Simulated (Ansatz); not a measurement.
Input of an Ansatz 0.2.0 run:

File input.yaml:

```yaml
crystal:
  lattice:
    - [-2.9401404553, 2.9401404553, 1.5993019889]
    - [2.9401404553, -2.9401404553, 1.5993019889]
    - [2.9401404553, 2.9401404553, -1.5993019889]
  atoms:
    - { symbol: Sn, position: [0.0, 0.0, 0.0] }
    - { symbol: Sn, position: [0.75, 0.25, 0.5] }
kpoints:
  mp_grid: { grid: [9, 9, 9] }
scf:
  occupations: { method: fermi_dirac, width: 0.05 }
hamiltonian:
  xc: pbesol
  pseudopotentials: { kind: all_electron, lapw: { basis_error: 0.001 } }
output:
  forces: true
  stress: true
relax:
  f_tol: 0.01
  max_steps: 60
  cell: { p_target: 5 }
```

Potentials or basis: all-electron LAPW, scalar-relativistic.

Launch:

```console
$ ansatz run input.yaml --threads 1 --pin off --max-ram 3072MiB --backend cpu --events-out ev --progress --plain --runs-dir out
```

(1) Predict the relaxed volume.

(2) Estimate the space group after relaxing (to 0.05 Å).

## Answers

(1) 24.94 Å³/atom.

(2) I4_1/amd (No. 141).
